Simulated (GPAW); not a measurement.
# InSe (C2/m) in GPAW: reference runs

Aim: a first look at InSe with PBE, on the cell as given.

Program: GPAW 26.7.0. These are calculated values, not measurements. Logs are shortened: lines on timing, memory, paths and dates and some standing lists are left out, and cuts for length are marked. The log counts tension as positive stress, the text compression.

**1. The structure**

The structure is monoclinic, space group C2/m (No. 12). The conventional cell has a = 11.653 Å, b = 4.109 Å, c = 5.073 Å, α = 90.00°, β = 109.86°, γ = 90.00°. In (site symmetry m) is surrounded by 3 Se at 2.68 to 2.69 Å and 1 In at 2.80 Å. Se (site symmetry m) is surrounded by 3 In at 2.68 to 2.69 Å.

The cell comes from a database or a generator and needn't be the stable form of this composition.

**2. Single point, PBE**

The input, run.py:

```python
from ase import Atoms
from ase.dft.bandgap import bandgap
from ase.io import write
from ase.units import Bohr, GPa
from gpaw import GPAW, PW
from gpaw.elf import elf_from_dft_calculation

atoms = Atoms(['In', 'In', 'Se', 'Se'],
              cell=[[5.8263928781, -2.054648955, 0.0],
                    [5.8263928781, 2.054648955, 0.0],
                    [-1.723233014, 0.0, 4.7713478577]],
              scaled_positions=[[0.88820325, 0.88820325, 0.04684136],
                                [0.11179675, 0.11179675, 0.95315864],
                                [0.66092759, 0.66092759, 0.66895562],
                                [0.33907241, 0.33907241, 0.33104438]],
              pbc=True)

calc = GPAW(mode=PW(600),
            xc='PBE',
            kpts={'size': (7, 7, 6), 'gamma': True},
            occupations={'name': 'fermi-dirac', 'width': 0.05},
            nbands=32,
            convergence={'density': 1e-05, 'energy': 1e-05},
            maxiter=150,
            txt='gpaw.txt')
atoms.calc = calc
energy = atoms.get_potential_energy()
forces = atoms.get_forces()
stress = atoms.get_stress()
calc.write('gs.gpw')
write('result.traj', atoms)
print(f'Energy: {energy:.6f} eV')
print('Forces (eV/A):')
print(forces.round(4))
print('Stress (GPa):', (stress / GPa).round(3))
print('Fermi level:', round(calc.get_fermi_level(), 4), 'eV')
print(f'Gap: {bandgap(calc)[0]:.4f} eV, direct: {bandgap(calc, direct=True)[0]:.4f} eV')

# fields on the real-space grid
write('density.cube', atoms, data=calc.get_pseudo_density() * Bohr**3)
write('potential.cube', atoms, data=calc.get_electrostatic_potential())
write('elf.cube', atoms, data=elf_from_dft_calculation(calc).data)
```

Potentials or basis: GPAW PAW data sets (gpaw-data 1.2.1), pw.

Launch:

```bash
OMP_NUM_THREADS=1 python run.py
```

gpaw.txt:

```text
__  _  _
 | _ |_)|_||  |
 |__||  | ||/\| - 26.7.0

Input parameters:
  mode=PW(ecut=600.0),
  convergence={'density': 1e-05, 'energy': 1e-05},
  kpts=MonkhorstPack(size=(7, 7, 6), gamma=True),
  maxiter=150,
  nbands=32,
  occupations=Occupations(name='fermi-dirac', width=0.05),
  xc=XC(name='PBE')

Diagonalizing LCAO Hamiltonian
Converting LCAO to pw mode

       In

                        Se

                Se

                                 In

Atoms  # Å, Bohr magnetons
|   | symbol |         x |         y |        z |    initial magnetic moments |
|---|--------|-----------|-----------|----------|-----------------------------|
| 0 |     In | 10.269324 |  0.000000 | 0.223496 | ( 0.0000,  0.0000,  0.0000) |
| 1 |     In | -0.339771 |  0.000000 | 4.547851 | ( 0.0000,  0.0000,  0.0000) |
| 2 |     Se |  6.548881 | -0.000000 | 3.191820 | ( 0.0000,  0.0000,  0.0000) |
| 3 |     Se |  3.380672 |  0.000000 | 1.579528 | ( 0.0000,  0.0000,  0.0000) |

Unit cell  # Å
| periodic |         x |         y |        z |  lengths |     angles |
|----------|-----------|-----------|----------|----------|------------|
|      yes |  5.826393 | -2.054649 | 0.000000 | 6.178061 | 108.684196 |
|      yes |  5.826393 |  2.054649 | 0.000000 | 6.178061 | 108.684196 |
|      yes | -1.723233 |  0.000000 | 4.771348 | 5.072996 |  38.849898 |

Number of symmetries: 4
Symmetry operations  # r_c * U_cc + t_c -> r_c
|   | kind |            matrix            |
|---|------|------------------------------|
| 0 |  E   |  1, 0, 0,  0, 1, 0,  0, 0, 1 |
| 1 |  σ   |  0, 1, 0,  1, 0, 0,  0, 0, 1 |
| 2 |  C2  |  0,-1, 0, -1, 0, 0,  0, 0,-1 |
| 3 |  i   | -1, 0, 0,  0,-1, 0,  0, 0,-1 |

BZ-sampling:
  Number of BZ points: 294
  Number of IBZ points: 88

  Monkhorst-Pack size: [7, 7, 6]
  Monkhorst-Pack shift: [0.0, 0.0, 0.08333333333333333]

K-points  # in reciprocal-cell coordinates
|     |                                coordinates |     weight |
|-----|--------------------------------------------|------------|
|   0 | (  0.00000000,   0.00000000,   0.00000000) | 0.00340136 |
|   1 | (  0.00000000,   0.00000000,   0.16666667) | 0.00680272 |
|   2 | (  0.00000000,   0.00000000,   0.33333333) | 0.00680272 |
|   3 | (  0.00000000,   0.00000000,   0.50000000) | 0.00340136 |
|   4 | (  0.14285714,  -0.14285714,   0.00000000) | 0.00680272 |
|   5 | (  0.14285714,  -0.14285714,   0.16666667) | 0.01360544 |
|   6 | (  0.14285714,  -0.14285714,   0.33333333) | 0.01360544 |
|   7 | (  0.14285714,  -0.14285714,   0.50000000) | 0.00680272 |
|   8 | (  0.14285714,   0.00000000,  -0.33333333) | 0.01360544 |
|   9 | (  0.14285714,   0.00000000,  -0.16666667) | 0.01360544 |
| ... |                                            |            |
|  87 | (  0.42857143,   0.42857143,   0.50000000) | 0.00680272 |

Plane wave coefficients: 3828
Cutoff: 600.0 eV

Spin-components: 1 (collinear spins)
Bands:           32
Projectors:      22
Spin-degeneracy: 2
Datatype:        complex128

Parallelization:
  kpt:    1
  domain: 1
  band:   1

Density:
  Valence electrons: 38.0
  Components: 1
  Grid points: [35 35 30]
  Charge: 0.0  # |e|

Potential:
  Grid points: [35 35 30]

species:
  In:
    name:    Indium
    Z:       49.0
    valence: 13
    core:    36
    charge:  0.0  # [|e|]
    compensation charges:
      type: gauss
      rc: 0.36  # [Å]
      lmax: 2
    cutoffs:
      filter: 2.09  # [Å]
      core: 2.48  # [Å]
    projectors
    | kind |    occ | energy [eV] | rcut [Å] |
    |------|--------|-------------|----------|
    |   5s |  2.000 |      -8.203 |    1.185 |
    |   5p |  1.000 |      -2.521 |    1.244 |
    |   4d | 10.000 |     -18.629 |    1.148 |
    |    s |        |      19.008 |    1.185 |
    |    p |        |      24.691 |    1.244 |
    |    d |        |       8.583 |    1.148 |

    Using partial waves for In as LCAO basis

  Se:
    name:    Selenium
    Z:       34.0
    valence: 6
    core:    28
    charge:  0.0  # [|e|]
    compensation charges:
      type: gauss
      rc: 0.27  # [Å]
      lmax: 2
    cutoffs:
      filter: 1.77  # [Å]
      core: 2.67  # [Å]
    projectors
    | kind |    occ | energy [eV] | rcut [Å] |
    |------|--------|-------------|----------|
    |   4s |  2.000 |     -17.277 |    0.847 |
    |   4p |  4.000 |      -6.512 |    1.005 |
    |    s |        |       9.935 |    0.847 |
    |    p |        |      20.699 |    1.005 |
    |    d |        |       0.000 |    0.847 |

    Using partial waves for Se as LCAO basis

Reference energy: -452157.903581  # eV

eigensolver:
  PPCG
  Converge bands: occupied
  niter=2

density mixing:
  MSR1-Mixer
  Pratt-step length: 0.05
  Maximum mixing coefficient: 0.75
  Old densities: 10
  SVD Regularization: 0.005
  Good broyden scale: 1.0
  Trust region scale: 1.0
  Backstep threshold: 4.0
  History deletion threshold: 6.0
  Fourier metric: weight=20.0, sigma=0.015

occupation numbers:
  Fermi-Dirac:
    width: 0.0500  # eV

poisson solver:
  ecut: 4800.0  # eV

xc functional:
  name: PBE with 2 nearest neighbor stencil

convergence criteria:
[... 6 lines left out ...]
|iter     | |      energy | eigst |  dens |
|---------|-|-------------|-------|-------|
|iter:   1| |  -14.913033 | -0.32 |       |
|iter:   2| |  -14.819169 | -2.21 | -1.22 |
|iter:   3| |  -14.505536 | -1.97 | -1.26 |
|iter:   4| |  -14.506511 | -3.22 | -1.80 |
|iter:   5| |  -14.506740 | -3.99 | -2.32 |
|iter:   6| |  -14.506798c| -5.29 | -2.99 |
|iter:   7| |  -14.506807c| -6.12 | -3.49 |
|iter:   8| |  -14.506809c| -6.98 | -3.95 |
|iter:   9| |  -14.506809c| -7.56c| -4.65 |
|iter:  10| |  -14.506809c| -8.15c| -5.27c|

Converged in 10 steps
Energy contributions relative to reference atoms: (reference = -452157.903581)

Energy contributions:
  Kinetic:          41.967240
  Coulomb:         -39.568891
  Zero:              0.241374
  External:          0.000000
  Xc:              -17.146532
  Entropy:          -0.000000
  Spinorbit:         0.000000
  ----------------------------
  Free energy:     -14.506809
  Extrapolated:    -14.506809

dipole moment: (0.000072, -0.000000, 0.000034)  # |e|*Ang

Fermi level: 5.127
Eigenvalues  # (at kpt = [0.000, 0.000, 0.000])
| band index |      eig [eV] | occ [0-2] |
|------------|---------------|-----------|
|          0 |        -9.878 |     2.000 |
|        ... |               |           |
|         11 |        -6.928 |     2.000 |
|         12 |        -0.120 |     2.000 |
|         13 |         0.753 |     2.000 |
|         14 |         0.866 |     2.000 |
|         15 |         2.319 |     2.000 |
|         16 |         2.570 |     2.000 |
[... 8 lines left out ...]
|         25 |        11.275 |     0.000 |
|         26 |        12.829 |     0.000 |
|        ... |               |           |
|         31 |        15.554 |     0.000 |

Gap: 1.145 eV
Transition (v -> c):
  (s=0, k=83, n=18, [0.43, 0.43, -0.17]) -> (s=0, k=3, n=19, [0.00, 0.00, 0.50])
Direct/indirect transitions are different
Direct gap: 1.236 eV
Transition at: (s=0, k=83, n=18, [0.43, 0.43, -0.17])

Forces  # eV/Ang
|        x |       y |        z |
|----------|---------|----------|
|  0.06258 | 0.00000 | -0.02632 |  # In   0
| -0.06258 | 0.00000 |  0.02632 |  # In   1
|  0.01700 | 0.00000 | -0.20229 |  # Se   2
| -0.01700 | 0.00000 |  0.20229 |  # Se   3

Stress tensor  # eV/Ang^3
|         x |         y |         z |
|-----------|-----------|-----------|
| -0.006887 |  0.000000 | -0.000337 |
|  0.000000 | -0.008174 |  0.000000 |
| -0.000337 |  0.000000 | -0.008232 |

# Writing to gs.gpw (mode='')
```

stdout:

```text
<dir> UserWarning: The angles between your unit-cell vectors are 108.7, 108.7 and 38.8 degrees.  Results may be wrong!  Please Niggli-reduce your unit-cell so that the angles are closer to 90 degrees:

  from ase.build import niggli_reduce
  niggli_reduce(atoms)

  warnings.warn(
Energy: -14.506809 eV
Forces (eV/A):
[[ 0.0626  0.     -0.0263]
 [-0.0626  0.      0.0263]
 [ 0.017   0.     -0.2023]
 [-0.017   0.      0.2023]]
Stress (GPa): [-1.103 -1.31  -1.319  0.    -0.054  0.   ]
Fermi level: 5.1266 eV
Gap: 1.1454 eV, direct: 1.2361 eV
```

Run time: 2.8 min. Hardware: 1 thread of Intel Xeon Platinum 8488C (Sapphire Rapids), shared host; peak memory 0.43 GiB.

Results:

```
Free energy            : -14.5068 eV
Pressure               : 1.2 GPa
Largest force          : 0.203 eV/Å
Band gap on the k mesh : 1.15 eV, indirect (least direct gap 1.24 eV)
```

Forces in eV/Å, atoms in the order of the input:
```
In   0.063  0.000 -0.026
In  -0.063  0.000  0.026
Se   0.017  0.000 -0.202
Se  -0.017  0.000  0.202
```

Caveat: spin-orbit coupling is left out, which moves the levels of the heavy elements; an odd mesh through Γ misses points on the zone boundary, where band edges often lie; the program warned that so skewed a cell can give wrong results. PBE gaps usually lie below the measured ones, often by a third to a half.
